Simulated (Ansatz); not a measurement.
# Ta4N5: a one-atom displacement scan and further scans

The task, for Ta4N5: measure how stiffly atom 5 (N) is held and compute energies and forces of randomly disturbed cells.

Program: Ansatz 0.2.0. Level of theory: DFT PBEsol, scalar-relativistic, plane waves, PAW. These are calculated values, not measurements.

1 further run of the same task is left out (set aside as unsound or not needed). Runs told in other sessions of the task aren't counted.

## (1) The system as given

It takes space group I4/m (No. 87, tetragonal). The conventional cell has a = 6.826 Å, b = 6.826 Å, c = 4.254 Å, α = 90.00°, β = 90.00°, γ = 90.00°. Ta (site symmetry m) has 6 N at 2.07 to 2.21 Å in its first shell of neighbours. N (site symmetry 4/m) has 4 Ta at 2.07 Å in its first shell of neighbours. Around N (site symmetry m) lie 5 Ta at 2.13 to 2.21 Å.

As a file:

```xyz
9
Lattice="-3.4128 3.4128 2.1269 3.4128 -3.4128 2.1269 3.4128 3.4128 -2.1269" Properties=species:S:1:pos:R:3 pbc="T T T"
Ta    0.7158    1.9411    2.1269
Ta    1.9411   -0.7158    2.1269
Ta    1.4717    4.1286    0.0000
Ta    2.6970    1.4717    0.0000
N     0.0000    0.0000    2.1269
N    -1.3247    2.7860    2.1269
N     2.7860    1.3247    2.1269
N     0.6268    2.0881    0.0000
N     4.7375    0.6268    0.0000
```

It goes back to an entry of the Materials Project, which need not be the stable form.

This cell was relaxed beforehand with the same method: volume 11.01 Å³/atom, gap on the mesh none (metal).

## (2) Zero of energy

Reference values: F = -41129.7182 eV; pressure -0.01 GPa; largest force 0.024 eV/Å; gap on the mesh none (metal). It was computed beforehand with the settings of the runs below.

## (3) The scan: a one-atom displacement scan

Atom 5 (N) is moved by x along the Cartesian unit vector (0.707, -0.707, 0.000); the cell and all other atoms stay fixed. Forces below are components along that vector, summed over the moved atoms. In a periodic cell its images move with it.

## (4) At x = -0.300 Å

Input file input.yaml:

```yaml
crystal:
  lattice:
    - [-3.4127997732, 3.4127997732, 2.1268887579]
    - [3.4127997732, -3.4127997732, 2.1268887579]
    - [3.4127997732, 3.4127997732, -2.1268887579]
  atoms:
    - { symbol: Ta, position: [0.7843847855, 0.6048724996, 0.3892572851] }
    - { symbol: Ta, position: [0.3951275004, 0.7843847855, 0.1795122859] }
    - { symbol: Ta, position: [0.6048724996, 0.2156152145, 0.8204877141] }
    - { symbol: Ta, position: [0.2156152145, 0.3951275004, 0.6107427149] }
    - { symbol: "N", position: [0.5310788866, 0.4689211134, 0.0] }
    - { symbol: "N", position: [0.9081725663, 0.3059167656, 0.2140893319] }
    - { symbol: "N", position: [0.6940832344, 0.9081725663, 0.6022558007] }
    - { symbol: "N", position: [0.3059167656, 0.0918274337, 0.3977441993] }
    - { symbol: "N", position: [0.0918274337, 0.6940832344, 0.7859106681] }
basis:
  ecutwfc: 420
kpoints:
  mp_grid: { grid: [12, 12, 12] }
hamiltonian:
  xc: pbesol
scf:
  occupations: { method: gaussian, width: 0.15 }
output:
  forces: true
  stress: true
  eigenvalues: true
```

Command:

```sh
> ansatz run input.yaml --threads 2 --pin off --max-ram 5120MiB --backend cpu --events-out ev --progress --plain --runs-dir out
```

The log of the run (excerpt; [...] marks lines left out):

```text
Warning: RAYON_NUM_THREADS=2 ignored (pool sized by the plan → 2); use --threads N
[...]
Pseudopotentials: kind: paw
Pseudopotential: Ta, paw, valence charge 13, recommended cutoff 420 eV (normal), Ta.paw.azcp
Pseudopotential: N, paw, valence charge 5, recommended cutoff 420 eV (normal), N.paw.azcp
Functional definition: PBEsol
[...]
Crystal: 9 atoms, lattice volume = 99.089 Å³
Basis set: ecut = 420 eV, 1955 PW (Γ), exchange–correlation on 72×72×72 points (8 copies of the dense FFT grid, shifted against one another)
Bands: 48, of which v1, the nominal top of the filled ones, is band 39 counted from 1 (38 counted from 0)
Symmetry: 2 space group operations
Space group: Cm (ITA 8), of the structure as read, at distance tolerance 4.6e-5 Å
k-points: 476 of 1728 (time reversal used)
[...]
SCF iter   1: F=—  HF=-41128.613580 eV  |F-HF|=—  |Δ(HF+E_count)|=         —  Δρ=1.69e-2  dr2=2.95e-1  ethr=1.77e-3  ⟨swp⟩=6.5  Hψ=92722  notcnv=0
[...]
SCF iter   7: F=-41128.548701 eV  HF=-41128.548701 eV  |F-HF|=3.45e-8  |Δ(HF+E_count)|=   2.22e-7  Δρ=8.05e-6  dr2=6.34e-8  ethr=1.30e-10  ⟨swp⟩=11.0  Hψ=124496  notcnv=0
[...]
SCF converged after 7 iterations
Free energy (F): -41128.548701 eV
[...]
E sigma→0 (E₀):  -41128.539956 eV
Entropy (-TS):   -0.017488 eV (-1.943 meV/atom)
Fermi energy:    18.267693 eV
[...]
--- Forces (eV/Å), atoms counted from 1 ---
  atom   1  Ta     0.66915961     2.06584288     0.00000000
  atom   2  Ta    -0.82105601     0.59745687     0.00000000
  atom   3  Ta    -4.87388610     1.73451907     0.00000000
  atom   4  Ta    -0.06281231     0.07345818     0.00000000
  atom   5  N      6.43609629    -5.21407964     0.00000000
  atom   6  N     -0.19412324     0.14049032     0.00000000
  atom   7  N     -0.58173311     0.42723787     0.00000000
  atom   8  N     -0.20722630     0.18119524     0.00000000
[...]
--- Stress (GPa, compression-positive) ---
       12.118882      -2.347520       0.000000
       -2.347521       4.884647       0.000000
        0.000000       0.000000       0.683309
  P = ⅓ Tr σ = 5.8956 GPa (58.956 kbar)
--- Band table (eV; the first three rows and the last of 476) ---
[...]
```

Run time: 1.7 min. Hardware: 2 threads of Arm Neoverse V2, shared host; peak memory 1.6 GiB.

## (5) Point x = 0.225 Å

input.yaml, as its differences from that of step 4:

```diff
@@ -10,3 +10,3 @@
     - { symbol: Ta, position: [0.2156152145, 0.3951275004, 0.6107427149] }
-    - { symbol: "N", position: [0.5310788866, 0.4689211134, 0.0] }
+    - { symbol: "N", position: [0.476690835, 0.523309165, 0.0] }
     - { symbol: "N", position: [0.9081725663, 0.3059167656, 0.2140893319] }
```

Command:

```sh
> ansatz run input.yaml --threads 2 --pin off --max-ram 5120MiB --backend cpu --events-out ev --progress --plain --runs-dir out
```

The log of the run (excerpt; [...] marks lines left out):

```text
Warning: RAYON_NUM_THREADS=2 ignored (pool sized by the plan → 2); use --threads N
[...]
[... 4 set-up lines as earlier in the session ...]
[...]
Crystal: 9 atoms, lattice volume = 99.089 Å³
Basis set: ecut = 420 eV, 1955 PW (Γ), exchange–correlation on 72×72×72 points (8 copies of the dense FFT grid, shifted against one another)
Bands: 48, of which v1, the nominal top of the filled ones, is band 39 counted from 1 (38 counted from 0)
[... 2 set-up lines as earlier in the session ...]
k-points: 476 of 1728 (time reversal used)
[...]
SCF converged after 7 iterations
Free energy (F): -41129.076329 eV
[...]
E sigma→0 (E₀):  -41129.068201 eV
Entropy (-TS):   -0.016255 eV (-1.806 meV/atom)
Fermi energy:    18.274861 eV
[...]
--- Forces (eV/Å), atoms counted from 1 ---
  atom   1  Ta    -0.00399894    -0.23767017     0.00000000
  atom   2  Ta     3.01189393    -1.17907632     0.00000000
  atom   3  Ta     0.82027011    -0.52845714     0.00000000
  atom   4  Ta    -0.41096597    -1.40890833     0.00000000
  atom   5  N     -4.40895728     3.91295520     0.00000000
  atom   6  N      0.27583180     0.01028186     0.00000000
  atom   7  N      0.17760810    -0.17893199     0.00000000
  atom   8  N      0.38249345    -0.30061821     0.00000000
[...]
--- Stress (GPa, compression-positive) ---
        6.492683      -1.310268       0.000000
       -1.310269       2.758317       0.000000
        0.000000       0.000000       0.605617
  P = ⅓ Tr σ = 3.2855 GPa (32.855 kbar)
--- Band table (eV; the first three rows and the last of 476) ---
[...]
```

It took 100 s on 2 threads of Arm Neoverse V2, shared host; peak memory 1.6 GiB.

## (6) Point x = -0.150 Å

input.yaml, as its differences from that of step 5:

```diff
@@ -10,3 +10,3 @@
     - { symbol: Ta, position: [0.2156152145, 0.3951275004, 0.6107427149] }
-    - { symbol: "N", position: [0.476690835, 0.523309165, 0.0] }
+    - { symbol: "N", position: [0.5155394433, 0.4844605567, 0.0] }
     - { symbol: "N", position: [0.9081725663, 0.3059167656, 0.2140893319] }
```

Command:

```sh
> ansatz run input.yaml --threads 2 --pin off --max-ram 5120MiB --backend cpu --events-out ev --progress --plain --runs-dir out
```

The log of the run (excerpt; [...] marks lines left out):

```text
Warning: RAYON_NUM_THREADS=2 ignored (pool sized by the plan → 2); use --threads N
[...]
[... 4 set-up lines as earlier in the session ...]
[...]
Crystal: 9 atoms, lattice volume = 99.089 Å³
Basis set: ecut = 420 eV, 1955 PW (Γ), exchange–correlation on 72×72×72 points (8 copies of the dense FFT grid, shifted against one another)
Bands: 48, of which v1, the nominal top of the filled ones, is band 39 counted from 1 (38 counted from 0)
[... 2 set-up lines as earlier in the session ...]
k-points: 476 of 1728 (time reversal used)
[...]
SCF converged after 7 iterations
Free energy (F): -41129.437807 eV
[...]
E sigma→0 (E₀):  -41129.430020 eV
Entropy (-TS):   -0.015574 eV (-1.730 meV/atom)
Fermi energy:    18.276799 eV
[...]
--- Forces (eV/Å), atoms counted from 1 ---
  atom   1  Ta     0.21180256     0.83245113     0.00000000
  atom   2  Ta    -0.69795503     0.41702622     0.00000000
  atom   3  Ta    -1.65622996     0.69894831     0.00000000
  atom   4  Ta     0.04191889     0.28292016     0.00000000
  atom   5  N      2.75084840    -2.60835469     0.00000000
  atom   6  N     -0.10764055     0.05190365     0.00000000
  atom   7  N     -0.21771352     0.18331018     0.00000000
  atom   8  N     -0.13977207     0.15068548     0.00000000
[...]
--- Stress (GPa, compression-positive) ---
        2.689468      -0.576716       0.000000
       -0.576717       1.139622       0.000000
        0.000000       0.000000       0.508230
  P = ⅓ Tr σ = 1.4458 GPa (14.458 kbar)
--- Band table (eV; the first three rows and the last of 476) ---
[...]
```

Wall time 1.7 min (2 threads of Arm Neoverse V2, shared host); peak memory 1.6 GiB.

## (7) All points together

All points in order; energies are free energies above the reference cell:

```csv
x (Å),ΔE (meV/cell),force on the moved atoms (eV/Å),pressure (GPa)
-0.300,1169.5,8.238,5.9
-0.150,280.4,3.790,1.4
0.000,0.0,0.000,0.0
0.225,641.8,-5.885,3.3
```

## (8) The scan: random displacements

All atoms are moved at random with no net shift, in some cells together with a random strain.

## (9) rms move = 0.167 Å

Input file input.yaml:

```yaml
crystal:
  lattice:
    - [-3.1827913372, 3.4314352181, 2.1957713969]
    - [3.1660126308, -3.407208634, 2.1299744221]
    - [3.2835741362, 3.507991433, -2.1568974876]
  atoms:
    - { symbol: Ta, position: [0.778285005, 0.5885731973, 0.3569640444] }
    - { symbol: Ta, position: [0.4279056229, 0.8089265991, 0.2059826837] }
    - { symbol: Ta, position: [0.5948230526, 0.2458296748, 0.8052913921] }
    - { symbol: Ta, position: [0.2227537343, 0.3671065023, 0.5814130409] }
    - { symbol: "N", position: [0.5082188778, 0.4953982529, -0.0149636179] }
    - { symbol: "N", position: [0.9123115176, 0.3301858459, 0.2333776565] }
    - { symbol: "N", position: [0.671221146, 0.9086129016, 0.6192836551] }
    - { symbol: "N", position: [0.2793962645, 0.0598946011, 0.4211767972] }
    - { symbol: "N", position: [0.1050847792, 0.695472425, 0.7914743479] }
basis:
  ecutwfc: 420
kpoints:
  mp_grid: { grid: [12, 12, 12] }
hamiltonian:
  xc: pbesol
scf:
  occupations: { method: gaussian, width: 0.15 }
output:
  forces: true
  stress: true
  eigenvalues: true
```

Command:

```sh
> ansatz run input.yaml --threads 2 --pin off --max-ram 5120MiB --backend cpu --events-out ev --progress --plain --runs-dir out
```

The log of the run (excerpt; [...] marks lines left out):

```text
Warning: RAYON_NUM_THREADS=2 ignored (pool sized by the plan → 2); use --threads N
[...]
[... 4 set-up lines as earlier in the session ...]
[...]
Crystal: 9 atoms, lattice volume = 96.776 Å³
Basis set: ecut = 420 eV, 1907 PW (Γ), exchange–correlation on 72×72×72 points (8 copies of the dense FFT grid, shifted against one another)
Bands: 48, of which v1, the nominal top of the filled ones, is band 39 counted from 1 (38 counted from 0)
Symmetry: 1 space group operations
Space group: P1 (ITA 1), of the structure as read, at distance tolerance 4.6e-5 Å
k-points: 868 of 1728 (time reversal used)
[...]
SCF converged after 7 iterations
Free energy (F): -41124.751088 eV
[...]
E sigma→0 (E₀):  -41124.738076 eV
Entropy (-TS):   -0.026023 eV (-2.891 meV/atom)
Fermi energy:    18.488747 eV
[...]
--- Forces (eV/Å), atoms counted from 1 ---
  atom   1  Ta     5.52278698     0.98449707    -2.60588536
  atom   2  Ta    -0.24013019    -1.28920680    -1.37580976
  atom   3  Ta    -8.65407061     7.47493861     0.29140744
  atom   4  Ta     9.23666691    -4.40949530     0.11532990
  atom   5  N      8.06308428    -3.86175955    -0.21569057
  atom   6  N     -5.17605331     1.40790916     0.28584558
  atom   7  N     -3.36497787     0.55359035     1.05588820
  atom   8  N     -5.74376091    -0.57609284     2.63033762
[...]
--- Stress (GPa, compression-positive) ---
       81.500399     -28.236195       3.754359
      -28.236195      22.128394       1.046264
        3.754359       1.046264      -1.814142
  P = ⅓ Tr σ = 33.9382 GPa (339.382 kbar)
--- Band table (eV; the first three rows and the last of 868) ---
[...]
```

Run time: 2.8 min. Hardware: 2 threads of Arm Neoverse V2, shared host; peak memory 2.6 GiB.

## (10) At rms move = 0.247 Å

Input file input.yaml:

```yaml
crystal:
  lattice:
    - [-3.4517028585, 3.2083570594, 2.0775180762]
    - [3.502083356, -3.32514834, 2.3457614453]
    - [3.529404305, 3.4028497865, -2.2649210395]
  atoms:
    - { symbol: Ta, position: [0.7515328532, 0.5948412971, 0.3972070768] }
    - { symbol: Ta, position: [0.4526865678, 0.7865460485, 0.22062334] }
    - { symbol: Ta, position: [0.5951860084, 0.2200857235, 0.7805348692] }
    - { symbol: Ta, position: [0.2694506198, 0.4487976707, 0.5890785995] }
    - { symbol: "N", position: [0.5466289535, 0.5370096705, 0.065522063] }
    - { symbol: "N", position: [0.8707730579, 0.2610691645, 0.2367926355] }
    - { symbol: "N", position: [0.6344417821, 0.8565688042, 0.553811508] }
    - { symbol: "N", position: [0.2703533908, 0.0814561107, 0.3771472281] }
    - { symbol: "N", position: [0.1089467664, 0.7136255103, 0.7792826797] }
basis:
  ecutwfc: 420
kpoints:
  mp_grid: { grid: [12, 12, 12] }
hamiltonian:
  xc: pbesol
scf:
  occupations: { method: gaussian, width: 0.15 }
output:
  forces: true
  stress: true
  eigenvalues: true
```

Command:

```sh
> ansatz run input.yaml --threads 2 --pin off --max-ram 5120MiB --backend cpu --events-out ev --progress --plain --runs-dir out
```

The log of the run (excerpt; [...] marks lines left out):

```text
Warning: RAYON_NUM_THREADS=2 ignored (pool sized by the plan → 2); use --threads N
[...]
[... 4 set-up lines as earlier in the session ...]
[...]
Crystal: 9 atoms, lattice volume = 102.707 Å³
Basis set: ecut = 420 eV, 1987 PW (Γ), exchange–correlation on 72×72×80 points (8 copies of the dense FFT grid, shifted against one another)
Bands: 48, of which v1, the nominal top of the filled ones, is band 39 counted from 1 (38 counted from 0)
[... 1 set-up line as earlier in the session ...]
Space group: P1 (ITA 1), of the structure as read, at distance tolerance 4.7e-5 Å
k-points: 868 of 1728 (time reversal used)
[...]
SCF converged after 7 iterations
Free energy (F): -41121.360079 eV
[...]
E sigma→0 (E₀):  -41121.342400 eV
Entropy (-TS):   -0.035358 eV (-3.929 meV/atom)
Fermi energy:    17.136920 eV
[...]
--- Forces (eV/Å), atoms counted from 1 ---
  atom   1  Ta    -2.97648675    12.42871580    -0.87548958
  atom   2  Ta    -0.14169741   -18.58767333     1.41843042
  atom   3  Ta     1.14937860     1.74891145    -1.10324801
  atom   4  Ta     2.96992829     2.67394589    -7.84716255
  atom   5  N     -8.48290720    -8.87679625     0.96160652
  atom   6  N     -0.10289910    -2.02492627     2.81633943
  atom   7  N      8.09002387     8.94365354     4.01346967
  atom   8  N     -0.35305452     2.01663827     0.67660772
[...]
--- Stress (GPa, compression-positive) ---
       23.407844       8.664600      -7.122511
        8.664599      67.800317      -5.720021
       -7.122512      -5.720022       7.941180
  P = ⅓ Tr σ = 33.0498 GPa (330.498 kbar)
--- Band table (eV; the first three rows and the last of 868) ---
[...]
```

It took 3.1 min on 2 threads of Arm Neoverse V2, shared host; peak memory 2.7 GiB.

## (11) Results of the scan

All points in order; energies are free energies above the reference cell:

```csv
rms move (Å),ΔE (meV/atom),largest force (eV/Å),shortest distance (Å),pressure (GPa)
0.000,0.0,0.02,2.07,0.0
0.167,551.9,11.44,1.74,33.9
0.247,928.7,18.64,1.70,33.0
```

## (12) Outcome

| quantity | value |
| --- | --- |
| force constant along x, from the points at -0.150, 0 and 0.225 Å (one-atom displacement scan) | 25.62 eV/Å² |
| costliest cell (random displacements) | 928.7 meV/atom at an rms move of 0.247 Å |

One-atom displacement scan: the restoring force grows by 25.62 eV/Å per Å near the site; for the mass of N against a rigid frame that is a vibration of about 705 cm⁻¹. The step of 0.23 Å is wide, so anharmonic terms mix in. The undisturbed cell stays the lowest of the sampled points. Random displacements: the cost runs from 551.9 to 928.7 meV/atom. Energy over the square of the rms move lies between 15.2 and 19.8 eV/Å² per atom; a harmonic solid under isotropic random moves would keep it roughly constant, while strain and close contacts change it. The runs treat Ta without spin-orbit coupling. The final runs have no spin polarisation, so a magnetic state may lie lower. Where forces pass 15 eV/Å atoms stand far too close, the PAW spheres overlap strongly and those numbers are rough.
